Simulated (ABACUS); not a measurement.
# GaN (F-43m) in ABACUS: further runs

One crystal, GaN, is run at these levels: M06-L; tasks: band structure, equation of state.

Everything below comes from runs of ABACUS 3.10.1. Logs are shortened: lines on timing, memory, paths and dates and some standing lists are left out, and cuts for length are marked.

**The experiment to reproduce.**

From a printed reference work, textbook, for a bulk crystal of GaN at 0 K: band gap 3.299 eV (direct).

The runs below are set against these values where they give the same quantity.

## 1. The crystal as given

The structure is cubic, space group F-43m (No. 216). The conventional cell has a = 4.507 Å, b = 4.507 Å, c = 4.507 Å, α = 90.00°, β = 90.00°, γ = 90.00°. Around Ga (site symmetry -43m) lie 4 N at 1.95 Å. N (site symmetry -43m) has 4 Ga at 1.95 Å as nearest neighbours.

The cell is a database's computed one.

## 2. Band structure, M06-L

INPUT reads:

```
INPUT_PARAMETERS
suffix              GaN
calculation         nscf
basis_type          pw
pseudo_dir          ./
symmetry            -1
dft_functional      MGGA_X_M06_L+MGGA_C_M06_L
ecutwfc             97.0
pseudo_rcut         10
nspin               1
nbands              19
ks_solver           dav
smearing_method     fd
smearing_sigma      0.00367493
scf_thr             1e-08
scf_nmax            100
mixing_type         broyden
mixing_beta         0.7
mixing_tau          1
init_chg            file
pw_diag_thr         1e-07
out_band            1
kpar                4
```

STRU reads:

```
ATOMIC_SPECIES
Ga 69.7230 Ga_ONCV_PBE-1.2.upf
N 14.0070 N_ONCV_PBE-1.2.upf

LATTICE_CONSTANT
1.8897261246

LATTICE_VECTORS
0.0000000000 2.2535006075 2.2535006075
2.2535006075 0.0000000000 2.2535006075
2.2535006075 2.2535006075 0.0000000000

ATOMIC_POSITIONS
Direct

Ga
0.0
1
0.0000000000 0.0000000000 0.0000000000 1 1 1

N
0.0
1
0.2500000000 0.2500000000 0.2500000000 1 1 1
```

KPT reads:

```
K_POINTS
12
Line
0.00000000 0.00000000 0.00000000 10 // G
0.50000000 0.00000000 0.50000000 10 // X
0.50000000 0.25000000 0.75000000 10 // W
0.37500000 0.37500000 0.75000000 10 // K
0.00000000 0.00000000 0.00000000 10 // G
0.50000000 0.50000000 0.50000000 10 // L
0.62500000 0.25000000 0.62500000 10 // U
0.50000000 0.25000000 0.75000000 10 // W
0.50000000 0.50000000 0.50000000 10 // L
0.37500000 0.37500000 0.75000000 1 // K
0.62500000 0.25000000 0.62500000 10 // U
0.50000000 0.00000000 0.50000000 1 // X
```

Potentials or basis: SG15 ONCV 1.2 PBE, plane waves.

The run is started by

```sh
OMP_NUM_THREADS=1 mpirun -np 4 abacus > log
```

running log:

```text
ABACUS v3.10.1

               Atomic-orbital Based Ab-initio Computation at UStc

 ------------------------------------------------------------------------------------

 READING GENERAL INFORMATION
                           global_out_dir = OUT.GaN/
                           global_in_card = INPUT
                               pseudo_dir = ./
                              orbital_dir =
                                    DSIZE = 4
                                    GSIZE = 1

 READING UNITCELL INFORMATION
                                    ntype = 2
                  lattice constant (Bohr) = 1.88973
              lattice constant (Angstrom) = 1

 READING ATOM TYPE 1
                               atom label = Ga
                      L=0, number of zeta = 1
                      L=1, number of zeta = 1
                      L=2, number of zeta = 1
             number of atom for this type = 1

 READING ATOM TYPE 2
                               atom label = N
                      L=0, number of zeta = 1
                      L=1, number of zeta = 1
                      L=2, number of zeta = 1
             number of atom for this type = 1

                        TOTAL ATOM NUMBER = 2
DIRECT COORDINATES
    atom                   x                   y                   z     mag                  vx                  vy                  vz
taud_Ga1            0.0000000000        0.0000000000        0.0000000000  0.0000        0.0000000000        0.0000000000        0.0000000000
taud_N1            0.2500000000        0.2500000000        0.2500000000  0.0000        0.0000000000        0.0000000000        0.0000000000

                          Volume (Bohr^3) = 154.454
                             Volume (A^3) = 22.8877

 Lattice vectors: (Cartesian coordinate: in unit of a_0)
                   +0             +2.2535             +2.2535
              +2.2535                  +0             +2.2535
              +2.2535             +2.2535                  +0
 Reciprocal vectors: (Cartesian coordinate: in unit of 2 pi/a_0)
            -0.221877           +0.221877           +0.221877
            +0.221877           -0.221877           +0.221877
            +0.221877           +0.221877           -0.221877
 The esolver type has been set to : ksdft_pw

                PAO radial cut off (Bohr) = 10

 Read in pseudopotential file is Ga_ONCV_PBE-1.2.upf
                     pseudopotential type = NC
          exchange-correlation functional = PBE
                 nonlocal core correction = 0
                        valence electrons = 13
                                     lmax = 2
                           number of zeta = 0
                     number of projectors = 6
                           L of projector = 0
                           L of projector = 0
                           L of projector = 1
                           L of projector = 1
                           L of projector = 2
                           L of projector = 2
 XC functional updated to : MGGA_X_M06_L+MGGA_C_M06_L
          exchange-correlation functional = MGGA_X_M06_L+MGGA_C_M06_L
                PAO radial cut off (Bohr) = 10

 Read in pseudopotential file is N_ONCV_PBE-1.2.upf
                     pseudopotential type = NC
          exchange-correlation functional = PBE
                 nonlocal core correction = 0
                        valence electrons = 5
                                     lmax = 1
                           number of zeta = 0
                     number of projectors = 4
                           L of projector = 0
                           L of projector = 0
                           L of projector = 1
                           L of projector = 1
 XC functional updated to : MGGA_X_M06_L+MGGA_C_M06_L
          exchange-correlation functional = MGGA_X_M06_L+MGGA_C_M06_L
     initial pseudo atomic orbital number = 0

 SETUP THE ELECTRONS NUMBER
            electron number of element Ga = 13
      total electron number of element Ga = 13
             electron number of element N = 5
       total electron number of element N = 5
            AUTOSET number of electrons:  = 18
                           occupied bands = 9
                                   NBANDS = 19
                                   NLOCAL = 18

%%%%%%%%%%%%%%%%%%%%%%%%%%%%%%%%%%%%%%%%%%%%%%%%%%%%%%%%%%%%%%%%%%%%%%%%%%%%%%%%%%%%%%%%%%%%%%%%%%%%%%%%%%
 Warning: the number of valence electrons in pseudopotential > 3 for Ga: [Ar] 3d10 4s2 4p1
 Pseudopotentials with additional electrons can yield (more) accurate outcomes, but may be less efficient.
 If you're confident that your chosen pseudopotential is appropriate, you can safely ignore this warning.
%%%%%%%%%%%%%%%%%%%%%%%%%%%%%%%%%%%%%%%%%%%%%%%%%%%%%%%%%%%%%%%%%%%%%%%%%%%%%%%%%%%%%%%%%%%%%%%%%%%%%%%%%%

 SETUP THE PLANE WAVE BASIS
 energy cutoff for charge/potential (unit:Ry) = 388
            fft grid for charge/potential = [ 40, 40, 40 ]
                        fft grid division = [ 1, 1, 1 ]
        big fft grid for charge/potential = [ 40, 40, 40 ]
                                     nbxx = 64000
                                     nrxx = 64000

 SETUP PLANE WAVES FOR CHARGE/POTENTIAL
                    number of plane waves = 19891
                         number of sticks = 955

 PARALLEL PW FOR CHARGE/POTENTIAL
     PROC   COLUMNS(POT)             PW
        1            955          19891
 --------------- sum -------------------
        1            955          19891
                            number of |g| = 240
                                  max |g| = 35.0513
                                  min |g| = 0

----------- Double Check Mixing Parameters Begin ------------
mixing_type: broyden
mixing_beta: 0.7
mixing_gg0: 1
mixing_gg0_min: 0.1
mixing_ndim: 8
----------- Double Check Mixing Parameters End ------------

 SETUP K-POINTS
                                    nspin = 1
                                   nkstot = 102
K-POINTS DIRECT COORDINATES
 KPOINTS    DIRECT_X    DIRECT_Y    DIRECT_Z  WEIGHT
       1  0.00000000  0.00000000  0.00000000  1.0000
       2  0.05000000  0.00000000  0.05000000  1.0000
       3  0.10000000  0.00000000  0.10000000  1.0000
       4  0.15000000  0.00000000  0.15000000  1.0000
       5  0.20000000  0.00000000  0.20000000  1.0000
       6  0.25000000  0.00000000  0.25000000  1.0000
[... 22 lines left out ...]
      29  0.40000000  0.35000000  0.75000000  1.0000
      30  0.38750000  0.36250000  0.75000000  1.0000
[... 72 further k points ...]

           k-point number in this process = 26
       minimum distributed K point number = 25

[... K-POINTS CARTESIAN COORDINATES: 26 rows ...]

[... K-POINTS DIRECT COORDINATES: 26 rows ...]

 SETUP PLANE WAVES FOR WAVE FUNCTIONS
     energy cutoff for wavefunc (unit:Ry) = 97
              fft grid for wave functions = [ 40, 40, 40 ]
                    number of plane waves = 3143
                         number of sticks = 283

 PARALLEL PW FOR WAVE FUNCTIONS
     PROC   COLUMNS(POT)             PW
        1            283           3143
 --------------- sum -------------------
        1            283           3143

 SETUP NONLOCAL PSEUDOPOTENTIALS IN PLANE WAVE BASIS
 Ga non-local projectors:
 projector 1 L=0
 projector 2 L=0
 projector 3 L=1
 projector 4 L=1
 projector 5 L=2
 projector 6 L=2
 N non-local projectors:
 projector 1 L=0
 projector 2 L=0
 projector 3 L=1
 projector 4 L=1
      TOTAL NUMBER OF NONLOCAL PROJECTORS = 26

 Init Non-Local PseudoPotential table :
 Init Non-Local-Pseudopotential done.

                                     npwx = 2521

 -------------------------------------------
 NONSELF-CONSISTENT
 -------------------------------------------
                                 init_chg = file
 try to read charge from file
 Read in the charge density: OUT.GaN//GaN-CHARGE-DENSITY.restart
 try to read kinetic energy density from file
 Read in the kinetic energy density: OUT.GaN//GaN-TAU-DENSITY.restart

 PW ALGORITHM --------------- ION=   1  ELEC=   1--------------------------------
 k(1/102) Iter steps (avg)=19 threshold=1e-07
 k(2/102) Iter steps (avg)=15 threshold=1e-07
 k(3/102) Iter steps (avg)=14 threshold=1e-07
 k(4/102) Iter steps (avg)=13 threshold=1e-07
 k(5/102) Iter steps (avg)=12 threshold=1e-07
 k(6/102) Iter steps (avg)=13 threshold=1e-07
 k(7/102) Iter steps (avg)=14 threshold=1e-07
 k(8/102) Iter steps (avg)=18 threshold=1e-07
 k(9/102) Iter steps (avg)=22 threshold=1e-07
 k(10/102) Iter steps (avg)=21 threshold=1e-07
[... 6 lines left out ...]
 k(17/102) Iter steps (avg)=20 threshold=1e-07
 k(18/102) Iter steps (avg)=23 threshold=1e-07
 k(19/102) Iter steps (avg)=22 threshold=1e-07
 k(20/102) Iter steps (avg)=20 threshold=1e-07
 k(21/102) Iter steps (avg)=22 threshold=1e-07
 k(22/102) Iter steps (avg)=23 threshold=1e-07
 k(23/102) Iter steps (avg)=23 threshold=1e-07
 k(24/102) Iter steps (avg)=22 threshold=1e-07
 k(25/102) Iter steps (avg)=20 threshold=1e-07
 k(26/102) Iter steps (avg)=18 threshold=1e-07
[... levels at 26 k points of this process ...]

 Density error is 0.00000000000
                          Error Threshold = 1.00000000000e-07
----------------------------------------------------------
     Energy           Rydberg                 eV
----------------------------------------------------------
 E_KohnSham     -150.3434508389      -2045.5275883921
 E_KS(sigma->0) -150.3434508387      -2045.5275883896
 E_Harris       -150.3434508389      -2045.5275883921
 E_band         0.6178398511         8.4061424270
 E_one_elec     -53.6368442179       -729.7667041024
 E_Hartree      42.2969945311        575.4801338979
 E_xc           -22.3292840355       -303.8054951432
 E_Ewald        -116.6743171162      -1587.4355230394
 E_entropy(-TS) -0.0000000004        -0.0000000050
 E_descf        0.0000000000         0.0000000000
 E_exx          0.0000000000         0.0000000000
 E_Fermi        0.8448033423         11.4941391448
----------------------------------------------------------

 charge density convergence is achieved
 final etot is -2045.5275884 eV
 EFERMI = 11.494139145 eV

 STATE ENERGY(eV) AND OCCUPATIONS    NSPIN == 1
 1/26 kpoint (Cartesian) = 0.0000 0.0000 0.0000 (2445 pws)
       1       -6.39016      0.0196078
       2       -2.88458      0.0196078
       3       -2.88458      0.0196078
       4       -2.88458      0.0196078
       5       -2.55943      0.0196078
       6       -2.55943      0.0196078
[... 11 lines left out ...]
      18        31.6986        0.00000
      19        31.6986        0.00000

 2/26 kpoint (Cartesian) = 0.0000 0.022188 0.0000 (2489 pws)
       1       -6.35312      0.0196078
       2       -2.87791      0.0196078
       3       -2.87791      0.0196078
       4       -2.87785      0.0196078
       5       -2.56260      0.0196078
       6       -2.55761      0.0196078
[... 11 lines left out ...]
      18        31.7610        0.00000
      19        32.0260        0.00000

 3/26 kpoint (Cartesian) = 0.0000 0.044375 0.0000 (2517 pws)
       1       -6.24558      0.0196078
       2       -2.85721      0.0196078
       3       -2.85721      0.0196078
       4       -2.85548      0.0196078
       5       -2.56982      0.0196078
       6       -2.55229      0.0196078
[... 11 lines left out ...]
      18        31.9482        0.00000
      19        32.2465        0.00000

 4/26 kpoint (Cartesian) = 0.0000 0.066563 0.0000 (2521 pws)
       1       -6.07872      0.0196078
       2       -2.82408      0.0196078
       3       -2.82408      0.0196078
       4       -2.81445      0.0196078
       5       -2.57471      0.0196078
       6       -2.54341      0.0196078
[... 11 lines left out ...]
      18        32.2604        0.00000
      19        32.6150        0.00000

 5/26 kpoint (Cartesian) = 0.0000 0.088751 0.0000 (2501 pws)
       1       -5.87173      0.0196078
       2       -2.78067      0.0196078
       3       -2.78067      0.0196078
       4       -2.76312      0.0196078
       5       -2.55360      0.0196078
       6       -2.53229      0.0196078
[... 11 lines left out ...]
      18        33.0916        0.00000
      19        33.3123        0.00000

 6/26 kpoint (Cartesian) = 0.0000 0.11094 0.0000 (2477 pws)
       1       -5.65095      0.0196078
       2       -2.73871      0.0196078
       3       -2.73075      0.0196078
       4       -2.73075      0.0196078
       5       -2.51988      0.0196078
       6       -2.45114      0.0196078
[... 11 lines left out ...]
      18        34.4994        0.00000
      19        34.8061        0.00000

[... levels at 20 further k points ...]

 --------------------------------------------
 !FINAL_ETOT_IS -2045.527588392072 eV
 --------------------------------------------

 Output bands in file: OUT.GaN/BANDS_1.dat
```

Run time: 22 s. Hardware: 4 MPI ranks of Intel Xeon 6975P-C (Granite Rapids), shared host; peak memory 0.36 GiB.

What came out:

```
Band gap along the path : 1.72 eV, direct
```

Levels at the corners of the path, in eV from the Fermi level:
| point | band 7 | band 8 | band 9 | band 10 | band 11 | band 12 |
| --- | --- | --- | --- | --- | --- | --- |
| Γ | -0.89 | -0.89 | -0.89 | 0.84 | 10.08 | 10.08 |
| X | -7.14 | -3.65 | -3.65 | 2.82 | 6.07 | 11.32 |
| W | -6.72 | -4.63 | -4.55 | 5.70 | 7.98 | 10.08 |
| K | -6.88 | -5.17 | -3.11 | 4.48 | 7.38 | 10.65 |
| Γ | -0.89 | -0.89 | -0.89 | 0.84 | 10.08 | 10.08 |
| L | -8.02 | -1.90 | -1.90 | 3.99 | 8.21 | 10.23 |
| U | -6.88 | -5.17 | -3.11 | 4.48 | 7.38 | 10.65 |
| W | -6.72 | -4.63 | -4.55 | 5.70 | 7.98 | 10.08 |
| L | -8.02 | -1.90 | -1.90 | 3.99 | 8.21 | 10.23 |
| K | -6.88 | -5.17 | -3.11 | 4.48 | 7.38 | 10.65 |
| U | -6.88 | -5.17 | -3.11 | 4.48 | 7.38 | 10.65 |
| X | -7.14 | -3.65 | -3.65 | 2.82 | 6.07 | 11.32 |

Caveat: the density is read from an earlier self-consistent run, whose mesh may be coarse; the potentials were made for another functional, which shifts forces and pressure.

## 3. Equation of state, M06-L, 10.76 Å³/atom (volume scaled by 0.94)

INPUT reads:

```
INPUT_PARAMETERS
suffix              GaN
calculation         scf
basis_type          pw
pseudo_dir          ./
symmetry            1
dft_functional      MGGA_X_M06_L+MGGA_C_M06_L
ecutwfc             97
pseudo_rcut         10
nspin               1
nbands              13
ks_solver           dav
smearing_method     fd
smearing_sigma      0.00367493
scf_thr             1e-08
scf_nmax            100
mixing_type         broyden
mixing_beta         0.7
cal_force           1
cal_stress          1
mixing_tau          1
kpar                4
```

STRU: that of step 2 with these lines changed.

```diff
@@ -8,5 +8,5 @@
 LATTICE_VECTORS
-0.0000000000 2.2535006075 2.2535006075
-2.2535006075 0.0000000000 2.2535006075
-2.2535006075 2.2535006075 0.0000000000
+0.0000000000 2.2074978911 2.2074978911
+2.2074978911 0.0000000000 2.2074978911
+2.2074978911 2.2074978911 0.0000000000
```

KPT reads:

```
K_POINTS
0
Gamma
6 6 6 0 0 0
```

Potentials or basis: SG15 ONCV 1.2 PBE, plane waves.

The run is started by

```sh
OMP_NUM_THREADS=1 mpirun -np 4 abacus > log
```

Wall time 8.2 s (4 MPI ranks of Intel Xeon 6975P-C (Granite Rapids), shared host); peak memory 0.36 GiB.

Results (log left out):

| Item | Value |
| --- | --- |
| Free energy | -2045.1018 eV |
| Pressure | 13.0 GPa |
| Band gap on the k mesh | 2.17 eV, direct |

Caveat: the potentials were made for another functional, which shifts forces and pressure.

## 4. Equation of state, M06-L, 11.21 Å³/atom (volume scaled by 0.98)

INPUT is that of step 3.

STRU: that of step 3 with these lines changed.

```diff
@@ -8,5 +8,5 @@
 LATTICE_VECTORS
-0.0000000000 2.2074978911 2.2074978911
-2.2074978911 0.0000000000 2.2074978911
-2.2074978911 2.2074978911 0.0000000000
+0.0000000000 2.2383759866 2.2383759866
+2.2383759866 0.0000000000 2.2383759866
+2.2383759866 2.2383759866 0.0000000000
```

KPT is that of step 3.

The run is started by

```sh
OMP_NUM_THREADS=1 mpirun -np 4 abacus > log
```

It took 10 s on 4 MPI ranks of Intel Xeon 6975P-C (Granite Rapids), shared host; peak memory 0.36 GiB.

Results (log left out):

| Item | Value |
| --- | --- |
| Free energy | -2045.1552 eV |
| Pressure | 3.4 GPa |
| Band gap on the k mesh | 1.87 eV, direct |

Caveat: the potentials were made for another functional, which shifts forces and pressure.

## 5. Equation of state, M06-L, 11.67 Å³/atom (volume scaled by 1.02)

INPUT is that of step 4.

STRU: that of step 4 with these lines changed.

```diff
@@ -8,5 +8,5 @@
 LATTICE_VECTORS
-0.0000000000 2.2383759866 2.2383759866
-2.2383759866 0.0000000000 2.2383759866
-2.2383759866 2.2383759866 0.0000000000
+0.0000000000 2.2684248875 2.2684248875
+2.2684248875 0.0000000000 2.2684248875
+2.2684248875 2.2684248875 0.0000000000
```

KPT is that of step 4.

The run is started by

```sh
OMP_NUM_THREADS=1 mpirun -np 4 abacus > log
```

It took 11 s on 4 MPI ranks of Intel Xeon 6975P-C (Granite Rapids), shared host; peak memory 0.36 GiB.

Results (log left out):

| Quantity | Value |
| --- | --- |
| Free energy | -2045.1591 eV |
| Pressure | -4.3 GPa |
| Band gap on the k mesh | 1.58 eV, direct |

Caveat: the potentials were made for another functional, which shifts forces and pressure.

## 6. Equation of state, M06-L, 12.13 Å³/atom (volume scaled by 1.06)

INPUT is that of step 5.

STRU: that of step 5 with these lines changed.

```diff
@@ -8,5 +8,5 @@
 LATTICE_VECTORS
-0.0000000000 2.2684248875 2.2684248875
-2.2684248875 0.0000000000 2.2684248875
-2.2684248875 2.2684248875 0.0000000000
+0.0000000000 2.2976981147 2.2976981147
+2.2976981147 0.0000000000 2.2976981147
+2.2976981147 2.2976981147 0.0000000000
```

KPT is that of step 5.

Potentials or basis: SG15 ONCV 1.2 PBE, plane waves.

The run is started by

```sh
OMP_NUM_THREADS=1 mpirun -np 4 abacus > log
```

It took 11 s on 4 MPI ranks of Intel Xeon 6975P-C (Granite Rapids), shared host; peak memory 0.36 GiB.

It converged, with:

| Item | Value |
| --- | --- |
| Free energy | -2045.1229 eV |
| Pressure | -10.5 GPa |
| Band gap on the k mesh | 1.31 eV, direct |

Caveat: the potentials were made for another functional, which shifts forces and pressure.

## 7. Equation of state, M06-L

Potentials or basis: SG15 ONCV 1.2 PBE, plane waves.

This step only gathers the single runs of the series.

What came out:

```yaml
Equilibrium_volume: 11.48 Å³/atom
Bulk_modulus: 192 GPa
Pressure_derivative_of_the_bulk_modulus: "4.1 (rough: it moves with the points fitted)"
```

Energy against volume, from the lowest point:
| volume (Å³/atom) | energy (meV/atom) |
| --- | --- |
| 10.757 | 28.66 |
| 11.215 | 1.99 |
| 11.673 | 0.00 |
| 12.131 | 18.13 |

Caveat: the k mesh is coarse (spacing up to 0.40 Å⁻¹), so the values aren't converged; the potentials were made for another functional, which shifts forces and pressure.

## 8. Comparison with measurements

Step 2. Measured gap of GaN: 3.299 eV (direct; 0 K; a printed reference work, textbook). This calculation gives 1.72 eV (-1.58 eV). Spin-orbit coupling on Ga is left out. The value is that of M06-L, without temperature or zero-point motion. The cell is a database's relaxed one, not the measured one, which moves gaps too.
